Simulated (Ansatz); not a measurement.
## ¹⁷O nuclear quadrupole resonance in SiO2

Cell: a Materials Project structure (computed, not necessarily an observed phase), atoms as given.

Space group Pmma (No. 51); a = 9.7780, b = 7.5446, c = 9.4405 Å.

```
site  Wyckoff  site symmetry       x       y       z
 Si1       8l              1  0.0907  0.2047  0.3664
 Si9       4j            .m.  0.0895  0.5000  0.1411
 O13       8l              1  0.0529  0.3246  0.2314
 O21       4k            m..  0.2500  0.2300  0.4070
 O25       4i            .m.  0.0599  0.0000  0.3282
 O29       4h            .2.  0.0000  0.2655  0.5000
 O33       2b          .2/m.  0.0000  0.5000  0.0000
 O35       2f            mm2  0.2500  0.5000  0.1013
```

One atom of each set is listed.

Method: Kohn–Sham DFT in Ansatz, r2SCAN, plane waves and PAW, scalar-relativistic, 500 eV cutoff, Γ-centred 2×3×3 k-points, Fermi–Dirac smearing 0.02 eV.

¹⁷O: I = 5/2, Q = -25.58 mb (year-2017 value). Static lattice, zero field.

**Question.** At which frequencies do the ¹⁷O NQR lines lie?

**Answer.** For I = 5/2 and η = 0 the lines are 3|C_Q|/20 and twice that; η pulls their ratio below 2.

```
site  atoms  V_zz (10²¹ V/m²)  C_Q (MHz)     η  line frequencies (MHz)
 O13      8              9.26      -5.73  0.19             0.891, 1.71
 O21      4              9.14      -5.65  0.09             0.855, 1.69
 O25      4              9.15      -5.66  0.14             0.867, 1.69
 O29      4              9.32      -5.77  0.16             0.888, 1.72
 O33      2             10.35      -6.40  0.02             0.961, 1.92
 O35      2              9.58      -5.92  0.16             0.913, 1.77
```

At O13, O21, O25, O29 and O35 V_zz runs parallel to the line that joins its two neighbours (within 1°) in each case. At O33 V_zz points along the line of its two bonds (within 1°).

Hardware: 1 thread of Intel Xeon 6975P-C (Granite Rapids) (x86_64; 16 cores open to the job, memory cap 2.5 GiB, no GPU), a shared host with a load of 0.2 a core. Wall time 84 s, CPU time 84 s, peak memory 2.3 GiB.
